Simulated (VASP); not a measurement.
# AlN: optical spectrum of independent particles, by functional

AlN, P6_3mc (no. 186), 4 atoms in the cell.

| Functional | ε at zero frequency, electronic | Mean energy of the absorption, weighted by Im ε (eV) | Refractive index at 633 nm | Refractive index at 1064 nm | Direct gap on the mesh (eV) | Time (s) |
|---|---|---|---|---|---|---|
| PBE | 4.65 | 10.25 | 2.21 | 2.17 | 4.22 | 16 |
| HSE06 | 3.90 | 11.93 | 2.00 | 1.98 | 5.59 | 1006 |
| DDH | 3.47 | 12.93 | 1.88 | 1.87 | 6.37 | 860 |
| HSE03 | 4.00 | 11.64 | 2.03 | 2.01 | 5.35 | 525 |

Limits: The 6×6×4 mesh is coarse for a spectrum: peaks stand apart that a denser mesh merges; the pull between electron and hole is left out; row 1: the onset follows the functional's gap, which semilocal functionals usually make too small.

## Input of the first row

INCAR:
```
SYSTEM = AlN
ALGO = Normal
CSHIFT = 0.1
EDIFF = 1E-7
ENCUT = 460
GGA = PE
ISMEAR = 0
KPAR = 4
LASPH = .True.
LCHARG = .False.
LOPTICS = .True.
LWAVE = .True.
NBANDS = 32
NEDOS = 2000
PREC = Accurate
SIGMA = 0.02
```

KPOINTS:
```
k-points
0
Gamma
  6 6 4
```

POSCAR:
```
AlN
1.0
    3.1130000000      0.0000000000      0.0000000000
   -1.5565000000      2.6959370820      0.0000000000
    0.0000000000      0.0000000000      4.9810000000
Al N
2 2
Direct
    0.6666666667      0.3333333333      0.5000000000
    0.3333333333      0.6666666667      0.0000000000
    0.6666666667      0.3333333333      0.8800000000
    0.3333333333      0.6666666667      0.3800000000
```

Commands:
```
cat potpaw_PBE.64/Al/POTCAR potpaw_PBE.64/N/POTCAR > POTCAR
mpirun -np 4 vasp_std > vasp.out
```

VASP 6.6.1 took 16 s on 4 cores (AMD EPYC 7R43 (Zen 3)), a shared host.
